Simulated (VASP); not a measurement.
VASP 6.6.1, PBEsol relaxation of cell and atoms, SiC (rocksalt)

INCAR

```
ISIF = 3
ENCUT = 600
EDIFF = 1E-7
GGA = PS
LWAVE = .FALSE.
LREAL = .FALSE.
LCHARG = .FALSE.
NSW = 40
IBRION = 2
EDIFFG = -5E-3
NELM = 120
PREC = Accurate
LASPH = .TRUE.
SIGMA = 0.02
ISMEAR = -1
NBANDS = 11
```

KPOINTS

```
KPOINTS created by Atomic Simulation Environment
0
Gamma
10 10 10
0 0 0
```

POSCAR

```
Si C
 1.0000000000000000
    -0.0000000000000000    2.0292109559734093    2.0292109559734093
     2.0292109559734093   -0.0000000000000000    2.0292109559734093
     2.0292109559734093    2.0292109559734093   -0.0000000000000000
 Si  C
   1   1
Cartesian
  0.0000000000000000  0.0000000000000000 -0.0000000000000000
  2.0292109559734093  2.0292109559734093  2.0292109559734093
```

VASP ran with the recommended PBE PAW datasets (8 valence electrons in the cell).

Command

```
mpirun -np 1 vasp_std
```

OSZICAR

```
N       E                     dE             d eps       ncg     rms          rms(c)
DAV:   1     0.372705742023E+01    0.37271E+01   -0.45157E+03  1090   0.717E+02
DAV:   2    -0.153452340982E+02   -0.19072E+02   -0.17569E+02  1289   0.113E+02
DAV:   3    -0.159309831924E+02   -0.58575E+00   -0.58398E+00  1262   0.152E+01
DAV:   4    -0.159325621898E+02   -0.15790E-02   -0.15788E-02  1158   0.906E-01
DAV:   5    -0.159325657254E+02   -0.35356E-05   -0.35353E-05  1243   0.408E-02    0.807E+00
DAV:   6    -0.146329404299E+02    0.12996E+01   -0.44214E+00  1118   0.948E+00    0.351E+00
DAV:   7    -0.146053334256E+02    0.27607E-01   -0.30248E-01  1193   0.313E+00    0.143E+00
DAV:   8    -0.146015773271E+02    0.37561E-02   -0.15901E-02  1079   0.706E-01    0.335E-01
DAV:   9    -0.146004713227E+02    0.11060E-02   -0.67104E-03  1088   0.369E-01    0.143E-01
DAV:  10    -0.146003577498E+02    0.11357E-03   -0.73073E-04  1094   0.137E-01    0.620E-02
DAV:  11    -0.146003566015E+02    0.11482E-05   -0.17809E-05  1148   0.346E-02    0.755E-03
DAV:  12    -0.146003552064E+02    0.13952E-05   -0.58970E-06  1106   0.116E-02    0.318E-03
DAV:  13    -0.146003550806E+02    0.12580E-06   -0.23467E-07   794   0.305E-03    0.110E-03
DAV:  14    -0.146003550761E+02    0.44796E-08   -0.11218E-08   568   0.715E-04
   1 F= -.14600355E+02 E0= -.14599671E+02  d E =-.146004E+02
       N       E                     dE             d eps       ncg     rms          rms(c)
DAV:   1    -0.146051076540E+02   -0.47526E-02   -0.17424E-01  1037   0.288E+00    0.461E-01
DAV:   2    -0.146031594886E+02    0.19482E-02   -0.36805E-03  1120   0.378E-01    0.246E-01
DAV:   3    -0.146025051137E+02    0.65437E-03   -0.59900E-04  1075   0.151E-01    0.534E-02
DAV:   4    -0.146024243097E+02    0.80804E-04   -0.79120E-05  1091   0.435E-02    0.274E-02
DAV:   5    -0.146024233514E+02    0.95831E-06   -0.27908E-06  1205   0.105E-02    0.153E-02
DAV:   6    -0.146024237150E+02   -0.36362E-06   -0.27716E-07  1047   0.296E-03    0.431E-03
DAV:   7    -0.146024235366E+02    0.17837E-06   -0.10663E-08   541   0.704E-04    0.661E-04
DAV:   8    -0.146024235201E+02    0.16486E-07   -0.45516E-10   532   0.163E-04
   2 F= -.14602424E+02 E0= -.14602136E+02  d E =-.206844E-02
       N       E                     dE             d eps       ncg     rms          rms(c)
DAV:   1    -0.146041992358E+02   -0.17757E-02   -0.23221E-02  1037   0.104E+00    0.174E-01
DAV:   2    -0.146039036961E+02    0.29554E-03   -0.62621E-04  1116   0.147E-01    0.906E-02
DAV:   3    -0.146038235538E+02    0.80142E-04   -0.82521E-05  1102   0.562E-02    0.246E-02
DAV:   4    -0.146038098131E+02    0.13741E-04   -0.12619E-05  1073   0.172E-02    0.884E-03
DAV:   5    -0.146038093359E+02    0.47726E-06   -0.43466E-07  1197   0.405E-03    0.568E-03
DAV:   6    -0.146038091009E+02    0.23500E-06   -0.32388E-08   535   0.111E-03    0.200E-03
DAV:   7    -0.146038091662E+02   -0.65290E-07   -0.34702E-09   535   0.399E-04
   3 F= -.14603809E+02 E0= -.14603486E+02  d E =-.345409E-02
```

From OUTCAR

```
k-points           NKPTS =     47   k-points in BZ     NKDIM =     47   number of bands    NBANDS=     11

   NELECT =       8.0000    total number of electrons

   dimension x,y,z NGX =    24 NGY =   24 NGZ =   24
   dimension x,y,z NGXF=    48 NGYF=   48 NGZF=   48

  energy-cutoff  :      600.00
  volume of cell :       16.43
      direct lattice vectors                 reciprocal lattice vectors
     0.000000000  2.017593136  2.017593136    -0.247820034  0.247820034  0.247820034
     2.017593136  0.000000000  2.017593136     0.247820034 -0.247820034  0.247820034
     2.017593136  2.017593136 -0.000000000     0.247820034  0.247820034 -0.247820034

 k-points in reciprocal lattice and weights: KPOINTS created by Atomic Simulation Env
   0.00000000  0.00000000  0.00000000       0.001
   0.10000000  0.00000000  0.00000000       0.008
   0.20000000  0.00000000  0.00000000       0.008
   0.30000000  0.00000000  0.00000000       0.008
   0.40000000  0.00000000  0.00000000       0.008
   0.50000000  0.00000000  0.00000000       0.004
   0.10000000  0.10000000  0.00000000       0.006
   0.20000000  0.10000000  0.00000000       0.024
   ...

 E-fermi :  12.4876

 k-point     1 :       0.0000    0.0000    0.0000
  band No.  band energies     occupation
      1      -6.0870      2.00000
      2      12.5214      0.31172
      3      12.5214      0.31172
      4      12.5214      0.31172
      5      20.2070      0.00000
      6      21.3802      0.00000
      7      21.3802      0.00000
      8      21.3802      0.00000
      9      25.2970      0.00000
     10      25.2970      0.00000
     11      25.2970      0.00000

 k-point     2 :       0.1000    0.0000    0.0000
  band No.  band energies     occupation
      1      -5.8420      2.00000
      2      11.2338      2.00000
      3      12.3693      1.99462
      4      12.3693      1.99462
      5      20.2756      0.00000
      6      21.4412      0.00000
      7      21.7269      0.00000
      8      21.7269      0.00000
      9      23.4082      0.00000
     10      23.4082      0.00000
     11      25.0724      0.00000

 k-point     3 :       0.2000    0.0000    0.0000
  band No.  band energies     occupation
      1      -5.1109      2.00000
      2       8.5005      2.00000
      3      12.0332      2.00000
      4      12.0332      2.00000
      5      19.4689      0.00000
      6      20.6666      0.00000
      7      20.6666      0.00000
      8      22.7698      0.00000
      9      23.9000      0.00000
     10      23.9000      0.00000
     11      24.5205      0.00000

 k-point     4 :       0.3000    0.0000    0.0000
  band No.  band energies     occupation
      1      -3.9090      2.00000
      2       5.4951      2.00000
      3      11.7090      2.00000
      4      11.7090      2.00000
      5      18.8514      0.00000
      6      19.1181      0.00000
      7      19.1181      0.00000
      8      22.9771      0.00000
      9      25.2445      0.00000
     10      26.1440      0.00000
     11      26.1440      0.00000

 k-point     5 :       0.4000    0.0000    0.0000
  band No.  band energies     occupation
      1      -2.2855      2.00000
      2       2.6953      2.00000
      3      11.5018      2.00000
      4      11.5018      2.00000
      5      18.1165      0.00000
      6      18.1165      0.00000
      7      18.5344      0.00000
      8      22.4155      0.00000
      9      26.6963      0.00000
     10      28.7961      0.00000
     11      28.7961      0.00000

 k-point     6 :       0.5000    0.0000    0.0000
  band No.  band energies     occupation
      1      -0.8443      2.00000
      2       0.8499      2.00000
      3      11.4335      2.00000
      4      11.4335      2.00000
      5      17.7721      0.00000
      6      17.7721      0.00000
      7      18.4431      0.00000
      8      22.1786      0.00000
      9      27.3541      0.00000
     10      30.4295      0.00000
     11      30.4295      0.00000

 k-point     7 :       0.1000    0.1000    0.0000
  band No.  band energies     occupation
      1      -5.7605      2.00000
      2      11.8178      2.00000
      3      11.8178      2.00000
      4      11.8236      2.00000
      5      20.0141      0.00000
      6      20.6173      0.00000
      7      21.5662      0.00000
      8      22.3981      0.00000
      9      22.3981      0.00000
     10      25.8459      0.00000
     11      25.8459      0.00000

 k-point     8 :       0.2000    0.1000    0.0000
  band No.  band energies     occupation
      1      -5.1918      2.00000
      2       9.5383      2.00000
      3      11.2369      2.00000
      4      11.8911      2.00000
      5      18.9433      0.00000
      6      19.6569      0.00000
      7      21.4697      0.00000
      8      22.5677      0.00000
      9      23.7559      0.00000
     10      25.3923      0.00000
     11      25.9743      0.00000

 k-point     9 :       0.3000    0.1000    0.0000
  band No.  band energies     occupation
      1      -4.1470      2.00000
      2       6.6378      2.00000
      3      10.8387      2.00000
      4      11.4894      2.00000
      5      17.5312      0.00000
      6      19.6813      0.00000
      7      21.0684      0.00000
      8      22.3850      0.00000
      9      24.4295      0.00000
     10      26.5949      0.00000
     11      27.2028      0.00000

 k-point    10 :       0.4000    0.1000    0.0000
  band No.  band energies     occupation
      1      -2.6586      2.00000
      2       3.7738      2.00000
      3      10.7196      2.00000
      4      10.9019      2.00000
      5      16.7693      0.00000
      6      19.5517      0.00000
      7      19.6531      0.00000
      8      23.9391      0.00000
      9      24.4648      0.00000
     10      28.1746      0.00000
     11      29.6043      0.00000

 k-point    11 :       0.5000    0.1000    0.0000
  band No.  band energies     occupation
      1      -0.9361      2.00000
      2       1.3936      2.00000
      3      10.3538      2.00000
      4      10.8970      2.00000
      5      16.6955      0.00000
      6      18.6950      0.00000
      7      19.4437      0.00000
      8      23.7437      0.00000
      9      26.4288      0.00000
     10      29.2884      0.00000
     11      30.6582      0.00000

 k-point    12 :      -0.4000    0.1000    0.0000
  band No.  band energies     occupation
      1      -1.4870      2.00000
      2       2.0783      2.00000
      3      10.0002      2.00000
      4      11.3246      2.00000
      5      17.2432      0.00000
      6      18.2883      0.00000
      7      19.4465      0.00000
      8      23.8681      0.00000
      9      26.5599      0.00000
     10      28.5298      0.00000
     11      29.9463      0.00000

 k-point    13 :      -0.3000    0.1000    0.0000
  band No.  band energies     occupation
      1      -3.2000      2.00000
      2       4.7024      2.00000
      3       9.9374      2.00000
      4      11.8862      2.00000
      5      18.3204      0.00000
      6      18.5107      0.00000
      7      19.6330      0.00000
      8      23.8985      0.00000
      9      25.4111      0.00000
     10      25.7350      0.00000
     11      29.1351      0.00000

 k-point    14 :      -0.2000    0.1000    0.0000
  band No.  band energies     occupation
      1      -4.5470      2.00000
      2       7.6117      2.00000
      3      10.2162      2.00000
      4      12.3906      1.98441
      5      19.4300      0.00000
      6      19.7646      0.00000
      7      20.1194      0.00000
      8      22.4231      0.00000
      9      23.4458      0.00000
     10      25.6920      0.00000
     11      27.0909      0.00000

 k-point    15 :      -0.1000    0.1000    0.0000
  band No.  band energies     occupation
      1      -5.4351      2.00000
      2      10.1637      2.00000
      3      11.0156      2.00000
      4      12.6020      0.00653
      5      20.6497      0.00000
      6      20.8428      0.00000
      7      21.0323      0.00000
      8      21.6369      0.00000
      9      22.0904      0.00000
     10      24.8671      0.00000
     11      25.9297      0.00000

 k-point    16 :       0.2000    0.2000    0.0000
  band No.  band energies     occupation
      1      -4.7880      2.00000
      2      10.1577      2.00000
      3      10.4507      2.00000
      4      10.4507      2.00000
      5      16.8764      0.00000
      6      17.9190      0.00000
      7      22.9499      0.00000
      8      24.2083      0.00000
      9      24.2083      0.00000
     10      27.7409      0.00000
     11      27.9205      0.00000

 ...

  Total        0.0050292      0.0050292      0.0050292     -0.0000000     -0.0000000      0.0000000
  in kB        0.4905488      0.4905488      0.4905488     -0.0000000     -0.0000000      0.0000000
  external PRESSURE =       0.4905488 kB  Pullay stress =       0.0000000 kB

 POSITION                                       TOTAL-FORCE (eV/Angst)
 -----------------------------------------------------------------------------------
      0.00000      0.00000      0.00000         0.000000      0.000000     -0.000000
      2.01759      2.01759      2.01759        -0.000000     -0.000000      0.000000
 -----------------------------------------------------------------------------------
    total drift:                               -0.000000     -0.000000      0.000000

  FREE ENERGIE OF THE ION-ELECTRON SYSTEM (eV)
  ---------------------------------------------------
  free  energy   TOTEN  =       -14.6038091662 eV

  energy  without entropy=      -14.6031636913  energy(sigma->0) =      -14.60348643
```

| ionic step | ΔE (meV/atom) | volume (Å³) | largest force (eV/Å) | pressure (GPa) | electronic steps |
| --- | --- | --- | --- | --- | --- |
| 1 | 0.0 | 16.71 | 0.000 | -3.60 | 14 |
| 2 | -1.0 | 16.26 | 0.000 | 2.67 | 8 |
| 3 | -1.7 | 16.43 | 0.000 | 0.05 | 7 |

CONTCAR

```
Si C
   1.00000000000000
     0.0000000000000000    2.0175931360057446    2.0175931360057446
     2.0175931360057446    0.0000000000000000    2.0175931360057446
     2.0175931360057446    2.0175931360057446   -0.0000000000000000
  Si              C
     1     1
Direct
     0.0000000000000000    0.0000000000000000    0.0000000000000000
     0.5000000000000000    0.5000000000000000    0.5000000000000000

  0.00000000E+00  0.00000000E+00  0.00000000E+00
  0.00000000E+00  0.00000000E+00  0.00000000E+00
```

```json
{
 "relaxed cell vector lengths": "2.853, 2.853, 2.853 Å",
 "relaxed cell volume": "16.43 Å³"
}
```

The run took about 20 s on one core of a shared host (Intel Xeon Platinum 8488C) and held 0.14 GiB at most.
